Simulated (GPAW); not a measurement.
# SnO (P4/nmm) in GPAW: further runs, part 2 of 2

GPAW 26.7.0. Earlier steps stand in the parts before.

## 4. Dielectric tensor, PBE

File run.py:

```python
import numpy as np
from ase import Atoms
from ase.dft.bandgap import bandgap
from ase.io import write
from gpaw import GPAW, PW
from gpaw.response.df import DielectricFunction

atoms = Atoms(['Sn', 'Sn', 'O', 'O'],
              cell=[[3.81369522, 0.0, 0.0],
                    [0.0, 3.81369522, 0.0],
                    [0.0, 0.0, 4.8869133]],
              scaled_positions=[[0.5, 0.0, 0.76462614],
                                [0.0, 0.5, 0.23537386],
                                [0.0, 0.0, 0.0],
                                [0.5, 0.5, 0.0]],
              pbc=True)

calc = GPAW(mode=PW(600),
            xc='PBE',
            kpts={'size': (6, 6, 5), 'gamma': True},
            occupations={'name': 'fermi-dirac', 'width': 0.001},
            nbands=33,
            convergence={'density': 1e-06},
            maxiter=150,
            txt='gpaw.txt')
atoms.calc = calc
energy = atoms.get_potential_energy()
calc.write('gs.gpw')
write('result.traj', atoms)
print(f'Energy: {energy:.6f} eV')
print('Fermi level:', round(calc.get_fermi_level(), 4), 'eV')
print(f'Gap: {bandgap(calc)[0]:.4f} eV, direct: {bandgap(calc, direct=True)[0]:.4f} eV')

for size in [(6, 6, 5)]:
    name = 'x'.join(str(n) for n in size)
    dense = calc.fixed_density(kpts={'size': size, 'gamma': True},
                               nbands=66, convergence={'bands': 60, 'eigenstates': 1e-7},
                               update_fermi_level=True, txt=f'dense-{name}.txt')
    dense.write(f'{name}.gpw', mode='all')
    df = DielectricFunction(f'{name}.gpw', frequencies=np.array([0.0]), hilbert=False, eta=0.001,
                            ecut=80, nbands=60, intraband=False, txt=f'df-{name}.txt')
    for xc in ['RPA']:
        for direction in ['x', 'y', 'z', [0, 1, 1], [1, 0, 1], [1, 1, 0]]:
            e0, e = df.get_macroscopic_dielectric_constant(xc=xc, direction=direction)
            print(f'{name} {xc} {direction}: {e0:.4f} without, {e:.4f} with local fields')
```

Potentials or basis: GPAW PAW data sets (gpaw-data 1.2.1), pw.

Command:

```
OMP_NUM_THREADS=1 python run.py
```

gpaw.txt:

```text
__  _  _
 | _ |_)|_||  |
 |__||  | ||/\| - 26.7.0

Input parameters:
  mode=PW(ecut=600.0),
  convergence={'density': 1e-06},
  kpts=MonkhorstPack(size=(6, 6, 5), gamma=True),
  maxiter=150,
  nbands=33,
  occupations=Occupations(name='fermi-dirac', width=0.001),
  xc=XC(name='PBE')

Diagonalizing LCAO Hamiltonian
Converting LCAO to pw mode
   .--------.
  /|        |
 * |        |
 | | Sn     |
 | |        |
 | |        |
 |Sn--------.
 |/    O   /
 O--------*

Atoms  # Å, Bohr magnetons
|   | symbol |        x |        y |        z |    initial magnetic moments |
|---|--------|----------|----------|----------|-----------------------------|
| 0 |     Sn | 1.906848 | 0.000000 | 3.736662 | ( 0.0000,  0.0000,  0.0000) |
| 1 |     Sn | 0.000000 | 1.906848 | 1.150252 | ( 0.0000,  0.0000,  0.0000) |
| 2 |      O | 0.000000 | 0.000000 | 0.000000 | ( 0.0000,  0.0000,  0.0000) |
| 3 |      O | 1.906848 | 1.906848 | 0.000000 | ( 0.0000,  0.0000,  0.0000) |

Unit cell  # Å
| periodic |        x |        y |        z |  lengths |    angles |
|----------|----------|----------|----------|----------|-----------|
|      yes | 3.813695 | 0.000000 | 0.000000 | 3.813695 | 90.000000 |
|      yes | 0.000000 | 3.813695 | 0.000000 | 3.813695 | 90.000000 |
|      yes | 0.000000 | 0.000000 | 4.886913 | 4.886913 | 90.000000 |

Number of symmetries: 8
Symmetry operations  # r_c * U_cc + t_c -> r_c
|   | kind |            matrix            |
|---|------|------------------------------|
| 0 |  E   |  1, 0, 0,  0, 1, 0,  0, 0, 1 |
| 1 |  σ   |  1, 0, 0,  0,-1, 0,  0, 0, 1 |
| 2 |  C2  |  0, 1, 0,  1, 0, 0,  0, 0,-1 |
| 3 |  S4  |  0, 1, 0, -1, 0, 0,  0, 0,-1 |
| 4 |  S4  |  0,-1, 0,  1, 0, 0,  0, 0,-1 |
| 5 |  C2  |  0,-1, 0, -1, 0, 0,  0, 0,-1 |
| 6 |  σ   | -1, 0, 0,  0, 1, 0,  0, 0, 1 |
| 7 |  C2  | -1, 0, 0,  0,-1, 0,  0, 0, 1 |

BZ-sampling:
  Number of BZ points: 180
  Number of IBZ points: 30

  Monkhorst-Pack size: [6, 6, 5]
  Monkhorst-Pack shift: [0.08333333333333333, 0.08333333333333333, 0.0]

K-points  # in reciprocal-cell coordinates
|     |                                coordinates |     weight |
|-----|--------------------------------------------|------------|
|   0 | (  0.00000000,   0.00000000,   0.00000000) | 0.00555556 |
|   1 | (  0.00000000,   0.00000000,   0.20000000) | 0.01111111 |
|   2 | (  0.00000000,   0.00000000,   0.40000000) | 0.01111111 |
|   3 | (  0.16666667,   0.00000000,   0.00000000) | 0.02222222 |
|   4 | (  0.16666667,   0.00000000,   0.20000000) | 0.04444444 |
|   5 | (  0.16666667,   0.00000000,   0.40000000) | 0.04444444 |
|   6 | (  0.16666667,   0.16666667,   0.00000000) | 0.02222222 |
|   7 | (  0.16666667,   0.16666667,   0.20000000) | 0.04444444 |
|   8 | (  0.16666667,   0.16666667,   0.40000000) | 0.04444444 |
|   9 | (  0.33333333,   0.00000000,   0.00000000) | 0.02222222 |
| ... |                                            |            |
|  29 | (  0.50000000,   0.50000000,   0.40000000) | 0.01111111 |

Plane wave coefficients: 2401
Cutoff: 600.0 eV

Spin-components: 1 (collinear spins)
Bands:           33
Projectors:      22
Spin-degeneracy: 2
Datatype:        complex128

Parallelization:
  kpt:    1
  domain: 1
  band:   1

Density:
  Valence electrons: 40.0
  Components: 1
  Grid points: [24 24 28]
  Charge: 0.0  # |e|

Potential:
  Grid points: [24 24 28]

species:
  Sn:
    name:    Tin
    Z:       50.0
    valence: 14
    core:    36
    charge:  0.0  # [|e|]
    compensation charges:
      type: gauss
      rc: 0.38  # [Å]
      lmax: 2
    cutoffs:
      filter: 2.23  # [Å]
      core: 2.35  # [Å]
    projectors
    | kind |    occ | energy [eV] | rcut [Å] |
    |------|--------|-------------|----------|
    |   5s |  2.000 |     -10.538 |    1.201 |
    |   5p |  2.000 |      -3.696 |    1.270 |
    |   4d | 10.000 |     -25.845 |    1.185 |
    |    s |        |      16.674 |    1.201 |
    |    p |        |      23.515 |    1.270 |
    |    d |        |       1.367 |    1.185 |

    Using partial waves for Sn as LCAO basis

  O:
    name:    Oxygen
    Z:       8.0
    valence: 6
    core:    2
    charge:  0.0  # [|e|]
    compensation charges:
      type: gauss
      rc: 0.21  # [Å]
      lmax: 2
    cutoffs:
      filter: 1.17  # [Å]
      core: 0.83  # [Å]
    projectors
    | kind |    occ | energy [eV] | rcut [Å] |
    |------|--------|-------------|----------|
    |   2s |  2.000 |     -23.961 |    0.688 |
    |   2p |  4.000 |      -9.029 |    0.598 |
    |    s |        |       3.251 |    0.688 |
    |    p |        |      18.182 |    0.598 |
    |    d |        |       0.000 |    0.619 |

    Using partial waves for O as LCAO basis

Reference energy: -340103.091216  # eV

eigensolver:
  PPCG
  Converge bands: occupied
  niter=2

density mixing:
  MSR1-Mixer
  Pratt-step length: 0.05
  Maximum mixing coefficient: 0.75
  Old densities: 10
  SVD Regularization: 0.005
  Good broyden scale: 1.0
  Trust region scale: 1.0
  Backstep threshold: 4.0
  History deletion threshold: 6.0
  Fourier metric: weight=20.0, sigma=0.015

occupation numbers:
  Fermi-Dirac:
    width: 0.0010  # eV

poisson solver:
  ecut: 4800.0  # eV

xc functional:
  name: PBE with 2 nearest neighbor stencil

convergence criteria:
- Maximum integral of absolute [dens]ity change: 1e-06 electrons / valence electron
- Maximum [total energy] change in last 3 cyles: 0.0005 eV / valence electron
- Maximum integral of absolute [eigenst]ate change: 4e-08 eV^2 / valence electron
maximum number of iterations: 150

SCF iterations
|iter     | |      energy | eigst |  dens |
|---------|-|-------------|-------|-------|
|iter:   1| |  -26.698377 | +0.03 |       |
|iter:   2| |  -25.665728 | -1.58 | -1.01 |
|iter:   3| |  -23.467412 | -0.98 | -1.07 |
|iter:   4| |  -23.445687 | -2.92 | -1.55 |
|iter:   5| |  -23.445830 | -3.03 | -1.79 |
|iter:   6| |  -23.446411c| -4.26 | -2.58 |
|iter:   7| |  -23.446499c| -5.57 | -3.20 |
|iter:   8| |  -23.446505c| -6.44 | -3.74 |
|iter:   9| |  -23.446505c| -7.01 | -4.46 |
|iter:  10| |  -23.446505c| -8.33c| -4.72 |
|iter:  11| |  -23.446505c| -8.32c| -5.12 |
|iter:  12| |  -23.446505c| -8.88c| -5.77 |
|iter:  13| |  -23.446505c| -9.52c| -6.63c|

Converged in 13 steps
Energy contributions relative to reference atoms: (reference = -340103.091216)

Energy contributions:
  Kinetic:          35.926101
  Coulomb:         -34.232461
  Zero:              0.074178
  External:          0.000000
  Xc:              -25.214323
  Entropy:          -0.000000
  Spinorbit:         0.000000
  ----------------------------
  Free energy:     -23.446505
  Extrapolated:    -23.446505

dipole moment: (-23.541982, -23.541982, -27.477746)  # |e|*Ang

Fermi level: 6.697
Eigenvalues  # (at kpt = [0.000, 0.000, 0.000])
| band index |      eig [eV] | occ [0-2] |
|------------|---------------|-----------|
|          0 |       -15.344 |     2.000 |
|        ... |               |           |
|         12 |        -0.994 |     2.000 |
|         13 |         0.069 |     2.000 |
|         14 |         0.391 |     2.000 |
|         15 |         0.391 |     2.000 |
|         16 |         3.178 |     2.000 |
|         17 |         3.463 |     2.000 |
[... 8 lines left out ...]
|         26 |        13.449 |     0.000 |
|         27 |        13.886 |     0.000 |
|        ... |               |           |
|         32 |        22.192 |     0.000 |

Gap: 0.149 eV
Transition (v -> c):
  (s=0, k=0, n=19, [0.00, 0.00, 0.00]) -> (s=0, k=27, n=20, [0.50, 0.50, 0.00])
Direct/indirect transitions are different
Direct gap: 2.024 eV
Transition at: (s=0, k=27, n=19, [0.50, 0.50, 0.00])
# Writing to gs.gpw (mode='')
```

Wall time 2.4 min (1 thread of Arm Neoverse V2, shared host); peak memory 0.45 GiB.

What came out:

```
Free energy                             : -23.4465 eV
Band gap on the k mesh                  : 0.15 eV, indirect (least direct gap 2.02 eV)
Electronic dielectric tensor (diagonal) : 7.65, 7.65, 6.70
```

Electronic dielectric tensor:
```
7.65 0.00 0.00
0.00 7.65 0.00
0.00 0.00 6.70
```

Caveat: the gap is small at this level, which inflates the dielectric constant; the long-wavelength limit can be off by a per cent or two; spin-orbit coupling is left out, which moves the levels of the heavy elements; an odd mesh through Γ misses points on the zone boundary, where band edges often lie. PBE gaps usually lie below the measured ones, often by a third to a half.

## 5. Dielectric tensor, PBE

This run uses another cell than the first one, of 18.12 Å³/atom, 1.020 times its volume.

run.py: that of step 4 with these lines changed.

```diff
@@ -8,5 +8,5 @@
 atoms = Atoms(['Sn', 'Sn', 'O', 'O'],
-              cell=[[3.81369522, 0.0, 0.0],
-                    [0.0, 3.81369522, 0.0],
-                    [0.0, 0.0, 4.8869133]],
+              cell=[[3.8389522158, 0.0, 0.0],
+                    [0.0, 3.8389522158, 0.0],
+                    [0.0, 0.0, 4.9192779074]],
               scaled_positions=[[0.5, 0.0, 0.76462614],
```

Potentials or basis: GPAW PAW data sets (gpaw-data 1.2.1), pw.

Command:

```
OMP_NUM_THREADS=1 python run.py
```

gpaw.txt:

```text
__  _  _
 | _ |_)|_||  |
 |__||  | ||/\| - 26.7.0

Input parameters:
  mode=PW(ecut=600.0),
  convergence={'density': 1e-06},
  kpts=MonkhorstPack(size=(6, 6, 5), gamma=True),
  maxiter=150,
  nbands=33,
  occupations=Occupations(name='fermi-dirac', width=0.001),
  xc=XC(name='PBE')

Diagonalizing LCAO Hamiltonian
Converting LCAO to pw mode
   .--------.
  /|        |
 * |        |
 | | Sn     |
 | |        |
 | |        |
 |Sn--------.
 |/    O   /
 O--------*

Atoms  # Å, Bohr magnetons
|   | symbol |        x |        y |        z |    initial magnetic moments |
|---|--------|----------|----------|----------|-----------------------------|
| 0 |     Sn | 1.919476 | 0.000000 | 3.761408 | ( 0.0000,  0.0000,  0.0000) |
| 1 |     Sn | 0.000000 | 1.919476 | 1.157869 | ( 0.0000,  0.0000,  0.0000) |
| 2 |      O | 0.000000 | 0.000000 | 0.000000 | ( 0.0000,  0.0000,  0.0000) |
| 3 |      O | 1.919476 | 1.919476 | 0.000000 | ( 0.0000,  0.0000,  0.0000) |

Unit cell  # Å
| periodic |        x |        y |        z |  lengths |    angles |
|----------|----------|----------|----------|----------|-----------|
|      yes | 3.838952 | 0.000000 | 0.000000 | 3.838952 | 90.000000 |
|      yes | 0.000000 | 3.838952 | 0.000000 | 3.838952 | 90.000000 |
|      yes | 0.000000 | 0.000000 | 4.919278 | 4.919278 | 90.000000 |

Number of symmetries: 8
Symmetry operations  # r_c * U_cc + t_c -> r_c
|   | kind |            matrix            |
|---|------|------------------------------|
| 0 |  E   |  1, 0, 0,  0, 1, 0,  0, 0, 1 |
| 1 |  σ   |  1, 0, 0,  0,-1, 0,  0, 0, 1 |
| 2 |  C2  |  0, 1, 0,  1, 0, 0,  0, 0,-1 |
| 3 |  S4  |  0, 1, 0, -1, 0, 0,  0, 0,-1 |
| 4 |  S4  |  0,-1, 0,  1, 0, 0,  0, 0,-1 |
| 5 |  C2  |  0,-1, 0, -1, 0, 0,  0, 0,-1 |
| 6 |  σ   | -1, 0, 0,  0, 1, 0,  0, 0, 1 |
| 7 |  C2  | -1, 0, 0,  0,-1, 0,  0, 0, 1 |

BZ-sampling:
  Number of BZ points: 180
  Number of IBZ points: 30

  Monkhorst-Pack size: [6, 6, 5]
  Monkhorst-Pack shift: [0.08333333333333333, 0.08333333333333333, 0.0]

K-points  # in reciprocal-cell coordinates
|     |                                coordinates |     weight |
|-----|--------------------------------------------|------------|
|   0 | (  0.00000000,   0.00000000,   0.00000000) | 0.00555556 |
|   1 | (  0.00000000,   0.00000000,   0.20000000) | 0.01111111 |
|   2 | (  0.00000000,   0.00000000,   0.40000000) | 0.01111111 |
|   3 | (  0.16666667,   0.00000000,   0.00000000) | 0.02222222 |
|   4 | (  0.16666667,   0.00000000,   0.20000000) | 0.04444444 |
|   5 | (  0.16666667,   0.00000000,   0.40000000) | 0.04444444 |
|   6 | (  0.16666667,   0.16666667,   0.00000000) | 0.02222222 |
|   7 | (  0.16666667,   0.16666667,   0.20000000) | 0.04444444 |
|   8 | (  0.16666667,   0.16666667,   0.40000000) | 0.04444444 |
|   9 | (  0.33333333,   0.00000000,   0.00000000) | 0.02222222 |
| ... |                                            |            |
|  29 | (  0.50000000,   0.50000000,   0.40000000) | 0.01111111 |

Plane wave coefficients: 2436
Cutoff: 600.0 eV

Spin-components: 1 (collinear spins)
Bands:           33
Projectors:      22
Spin-degeneracy: 2
Datatype:        complex128

Parallelization:
  kpt:    1
  domain: 1
  band:   1

Density:
  Valence electrons: 40.0
  Components: 1
  Grid points: [24 24 28]
  Charge: 0.0  # |e|

Potential:
  Grid points: [24 24 28]

species:
  Sn:
    name:    Tin
    Z:       50.0
    valence: 14
    core:    36
    charge:  0.0  # [|e|]
    compensation charges:
      type: gauss
      rc: 0.38  # [Å]
      lmax: 2
    cutoffs:
      filter: 2.23  # [Å]
      core: 2.35  # [Å]
    projectors
    | kind |    occ | energy [eV] | rcut [Å] |
    |------|--------|-------------|----------|
    |   5s |  2.000 |     -10.538 |    1.201 |
    |   5p |  2.000 |      -3.696 |    1.270 |
    |   4d | 10.000 |     -25.845 |    1.185 |
    |    s |        |      16.674 |    1.201 |
    |    p |        |      23.515 |    1.270 |
    |    d |        |       1.367 |    1.185 |

    Using partial waves for Sn as LCAO basis

  O:
    name:    Oxygen
    Z:       8.0
    valence: 6
    core:    2
    charge:  0.0  # [|e|]
    compensation charges:
      type: gauss
      rc: 0.21  # [Å]
      lmax: 2
    cutoffs:
      filter: 1.17  # [Å]
      core: 0.83  # [Å]
    projectors
    | kind |    occ | energy [eV] | rcut [Å] |
    |------|--------|-------------|----------|
    |   2s |  2.000 |     -23.961 |    0.688 |
    |   2p |  4.000 |      -9.029 |    0.598 |
    |    s |        |       3.251 |    0.688 |
    |    p |        |      18.182 |    0.598 |
    |    d |        |       0.000 |    0.619 |

    Using partial waves for O as LCAO basis

Reference energy: -340103.091216  # eV

eigensolver:
  PPCG
  Converge bands: occupied
  niter=2

density mixing:
  MSR1-Mixer
  Pratt-step length: 0.05
  Maximum mixing coefficient: 0.75
  Old densities: 10
  SVD Regularization: 0.005
  Good broyden scale: 1.0
  Trust region scale: 1.0
  Backstep threshold: 4.0
  History deletion threshold: 6.0
  Fourier metric: weight=20.0, sigma=0.015

occupation numbers:
  Fermi-Dirac:
    width: 0.0010  # eV

poisson solver:
  ecut: 4800.0  # eV

xc functional:
  name: PBE with 2 nearest neighbor stencil

convergence criteria:
- Maximum integral of absolute [dens]ity change: 1e-06 electrons / valence electron
- Maximum [total energy] change in last 3 cyles: 0.0005 eV / valence electron
- Maximum integral of absolute [eigenst]ate change: 4e-08 eV^2 / valence electron
maximum number of iterations: 150

SCF iterations
|iter     | |      energy | eigst |  dens |
|---------|-|-------------|-------|-------|
|iter:   1| |  -26.747492 | +0.01 |       |
|iter:   2| |  -25.693044 | -1.57 | -1.01 |
|iter:   3| |  -23.485710 | -0.98 | -1.07 |
|iter:   4| |  -23.463563 | -2.93 | -1.55 |
|iter:   5| |  -23.463328 | -3.01 | -1.78 |
|iter:   6| |  -23.463893c| -4.26 | -2.58 |
|iter:   7| |  -23.463997c| -5.38 | -3.17 |
|iter:   8| |  -23.463989c| -5.68 | -3.60 |
|iter:   9| |  -23.463991c| -6.83 | -3.89 |
|iter:  10| |  -23.463991c| -8.29c| -4.71 |
|iter:  11| |  -23.463991c| -8.24c| -5.11 |
|iter:  12| |  -23.463991c| -8.81c| -5.85 |
|iter:  13| |  -23.463991c| -9.42c| -6.59c|

Converged in 13 steps
Energy contributions relative to reference atoms: (reference = -340103.091216)

Energy contributions:
  Kinetic:          32.826785
  Coulomb:         -31.822653
  Zero:              0.087948
  External:          0.000000
  Xc:              -24.556071
  Entropy:          -0.000000
  Spinorbit:         0.000000
  ----------------------------
  Free energy:     -23.463991
  Extrapolated:    -23.463991

dipole moment: (-23.702379, -23.702379, -27.665494)  # |e|*Ang

Fermi level: 6.401
Eigenvalues  # (at kpt = [0.000, 0.000, 0.000])
| band index |      eig [eV] | occ [0-2] |
|------------|---------------|-----------|
|          0 |       -15.519 |     2.000 |
|        ... |               |           |
|         12 |        -1.118 |     2.000 |
|         13 |        -0.119 |     2.000 |
|         14 |         0.307 |     2.000 |
|         15 |         0.307 |     2.000 |
|         16 |         3.036 |     2.000 |
|         17 |         3.320 |     2.000 |
[... 8 lines left out ...]
|         26 |        13.168 |     0.000 |
|         27 |        13.637 |     0.000 |
|        ... |               |           |
|         32 |        21.751 |     0.000 |

Gap: 0.219 eV
Transition (v -> c):
  (s=0, k=0, n=19, [0.00, 0.00, 0.00]) -> (s=0, k=27, n=20, [0.50, 0.50, 0.00])
Direct/indirect transitions are different
Direct gap: 2.007 eV
Transition at: (s=0, k=0, n=19, [0.00, 0.00, 0.00])
# Writing to gs.gpw (mode='')
```

Run time: 2.5 min. Hardware: 1 thread of Arm Neoverse V2, shared host; peak memory 0.46 GiB.

What came out:

| Quantity | Value |
| --- | --- |
| Free energy | -23.4640 eV |
| Band gap on the k mesh | 0.22 eV, indirect (least direct gap 2.01 eV) |
| Electronic dielectric tensor (diagonal) | 7.50, 7.50, 6.66 |

Electronic dielectric tensor:
```
7.50 0.00 0.00
0.00 7.50 0.00
0.00 0.00 6.66
```

Caveat: the gap is small at this level, which inflates the dielectric constant; the long-wavelength limit can be off by a per cent or two; spin-orbit coupling is left out, which moves the levels of the heavy elements; an odd mesh through Γ misses points on the zone boundary, where band edges often lie.

## 6. Summary

```csv
task,level,potentials or basis,cell,cutoff (eV),smearing,response ecut,response k mesh,response bands,kernels,coarser k mesh,gap on the mesh (eV)
equation of state,LDA,"the program's PAW data sets (release 1.2.1) made for this functional, pw","P4/nmm, 17.77 Å³/atom",800,fermi-dirac 0.05 eV,-,-,-,-,-,-
dielectric tensor,PBE,"GPAW PAW data sets (gpaw-data 1.2.1), pw","P4/nmm, 17.41 Å³/atom",600,fermi-dirac 0.001 eV,80 eV,6 × 6 × 5,60,["RPA"],6 × 6 × 5,0.07
dielectric tensor,PBE,"GPAW PAW data sets (gpaw-data 1.2.1), pw","P4/nmm, 17.77 Å³/atom",600,fermi-dirac 0.001 eV,80 eV,6 × 6 × 5,60,["RPA"],6 × 6 × 5,0.15
dielectric tensor,PBE,"GPAW PAW data sets (gpaw-data 1.2.1), pw","P4/nmm, 18.12 Å³/atom",600,fermi-dirac 0.001 eV,80 eV,6 × 6 × 5,60,["RPA"],6 × 6 × 5,0.22
```

Alike in all rows: no spin polarisation; k mesh 6 × 6 × 5.

Caveats: the gap is small at this level, which inflates the dielectric constant (some runs); the long-wavelength limit can be off by a per cent or two (some runs); spin-orbit coupling is left out, which moves the levels of the heavy elements (some runs); an odd mesh through Γ misses points on the zone boundary, where band edges often lie (some runs).

Absolute energies hang on the potentials; compare differences alone.
